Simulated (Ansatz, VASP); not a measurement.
**AlNi3: VASP beside Ansatz**

```
Ni Al
1.0
     0.00000    2.76402    2.76402
     2.76402    0.00000    2.76402
     2.76402    2.76402    0.00000
Ni Al
3 1
Direct
  0.75000 0.75000 0.75000
  0.00000 0.00000 0.00000
  0.25000 0.25000 0.25000
  0.50000 0.50000 0.50000
```

The cell comes from a database or a generator and needn't be the stable form of this composition.

Alike in both runs: task single point; functional PBEsol; k mesh 8 × 8 × 8; occupations fermi-dirac, width 0.05 eV; collinear spin.

```csv
,VASP,Ansatz
version,VASP 6.6.1,Ansatz 0.2.0
potentials or method,"VASP PAW PBE potentials, release 64 (Ni, Al)",Ansatz PAW
plane-wave cutoff (eV),520,420
valence electrons in the cell,33,57
```

```csv
,VASP,Ansatz,Ansatz less VASP
gap on the k mesh at the Fermi level (eV),none,none,-
pressure (GPa),8.2,8.1,-0.03
net moment per atom (μB),0.00,0.00,0.000
```

A gap of «none» marks a metal or a gap that the smearing closes. With one functional, cell and mesh, what is left measures potentials, basis and numerics. The two sets of potentials don't hold the same shells in valence.

Caveats: the PAW data sets were made with another functional, which shifts forces and pressure a little (VASP); the PAW data sets come from PBE, with cores solved anew for the run's functional, which leaves a small shift of forces and pressure (Ansatz); the starting moments weren't kept (Ansatz).
